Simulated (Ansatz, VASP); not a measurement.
**One calculation of SnTe, two programs**

Contents of POSCAR:

```
SnTe
1.0
    0.0000000000      3.1893301349      3.1893301349
    3.1893301349      0.0000000000      3.1893301349
    3.1893301349      3.1893301349      0.0000000000
Sn Te
1 1
Direct
    0.0000000000      0.0000000000      0.0000000000
    0.5000000000      0.5000000000      0.5000000000
```

The input INCAR.step1:

```
PREC = Accurate ; ENCUT = 520
ISMEAR = -1 ; SIGMA = 0.02
LREAL = F ; LASPH = T
NELM = 60 ; NBANDS = 17
GGA = PE ; ALGO = Normal
EDIFF = 1E-4 ; LWAVE = T
LCHARG = F
```

File INCAR.step2:

```
PREC = Accurate ; ENCUT = 520
EDIFF = 1E-6 ; ISMEAR = -1
SIGMA = 0.02 ; LREAL = F
LASPH = T ; NELM = 60
ALGO = Normal ; ISIF = 2
LWAVE = F ; LCHARG = T
METAGGA = R2SCAN ; LMIXTAU = T
LELF = T ; LVHAR = T
NBANDS = 17 ; ISTART = 1
```

Contents of KPOINTS:

```
Automatic mesh
0
Gamma
  8 8 8
```

Input for Ansatz:

```yaml
crystal:
  lattice:
    - [0.0, 3.1893301349, 3.1893301349]
    - [3.1893301349, 0.0, 3.1893301349]
    - [3.1893301349, 3.1893301349, 0.0]
  atoms:
    - { symbol: Sn, position: [0.0, 0.0, 0.0] }
    - { symbol: Te, position: [0.5, 0.5, 0.5] }
kpoints:
  mp_grid: { grid: [8, 8, 8] }
  band_path:
    path:
      - [0.0, 0.0, 0.0]
      - [0.5, 0.0, 0.5]
      - [0.625, 0.25, 0.625]
      - [0.375, 0.375, 0.75]
      - [0.5, 0.5, 0.5]
      - [0.5, 0.25, 0.75]
      - [0.0, 0.0, 0.5]
    npoints: 1
hamiltonian:
  xc: r2scan
scf:
  occupations: { method: fermi_dirac, width: 0.02 }
  n_extra_bands: 4
output:
  forces: true
  stress: true
  eigenvalues: true
  write_density: true
  write_potential: true
  elf: true
  volumetric_format: npy
```

The cell was built by a generator and needn't be a form met in nature.

Alike in both runs: task single point; functional r2SCAN; k mesh 8 × 8 × 8; occupations fermi-dirac, width 0.02 eV; no spin polarisation.

```csv
,VASP,Ansatz
version,VASP 6.6.1,Ansatz 0.2.0
potentials or method,"VASP PAW PBE potentials, release 64 (Sn_d, Te)","plane waves, PAW"
plane-wave cutoff (eV),520,500
valence electrons in the cell,20,30
```

```tsv
	VASP	Ansatz	Ansatz less VASP
pressure (GPa)	-0.1	-0.1	-0.01
```

The two sets of potentials don't hold the same shells in valence.

Caveats: the PAW data sets were made with another functional, which shifts forces and pressure a little (VASP); spin-orbit coupling is left out, which moves the levels of the heavy elements.
